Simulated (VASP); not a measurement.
Here is a VASP 6.6.1 calculation.

Contents of INCAR:

```
SYSTEM = Al2O3
ALGO     = Normal         ! electronic algorithm
EDIFF    = 1E-6           ! SCF threshold, eV
EDIFFG   = -0.01          ! ionic threshold
ENCUT    = 600            ! plane-wave cutoff, eV
IBRION   = 2              ! ionic algorithm
ISIF     = 3              ! what is computed and relaxed
ISMEAR   = -1             ! smearing method
LASPH    = .True.         ! aspherical terms in the spheres
LCHARG   = .False.        ! write CHGCAR
LREAL    = .False.        ! projectors in reciprocal space
LWAVE    = .False.        ! write WAVECAR
NELM     = 80             ! most SCF steps
NSW      = 40             ! ionic steps
PREC     = Accurate       ! precision mode
SIGMA    = 0.05           ! smearing width, eV
```

Contents of KPOINTS:

```
k-points
0
Gamma
  4 4 4
  0 0 0
```

POSCAR

```
Al2O3
1.0
    2.7481872800      0.0000000000      4.3310000000
   -1.3740936400      2.3800000000      4.3310000000
   -1.3740936400     -2.3800000000      4.3310000000
Al O
4 6
Direct
    0.3522000000      0.3522000000      0.3522000000
    0.1478000000      0.1478000000      0.1478000000
    0.6478000000      0.6478000000      0.6478000000
    0.8522000000      0.8522000000      0.8522000000
    0.5563000000     -0.0563000000      0.2500000000
   -0.0563000000      0.2500000000      0.5563000000
    0.2500000000      0.5563000000     -0.0563000000
    0.4437000000      1.0563000000      0.7500000000
    1.0563000000      0.7500000000      0.4437000000
    0.7500000000      0.4437000000      1.0563000000
```

Potentials or basis: VASP PAW LDA potentials, release 64 (Al, O).

Run with:

```bash
$ cat potpaw_LDA.64/Al/POTCAR potpaw_LDA.64/O/POTCAR > POTCAR
$ mpirun -np 1 vasp_std > vasp.out
```

(1) Predict the band gap on the k mesh.

(2) Estimate the space group after relaxing (to 0.05 Å).

(3) What does it give for the relaxed volume?

## Answers

(1) 6.42 eV, direct.

(2) R-3c (No. 167).

(3) 8.34 Å³/atom.
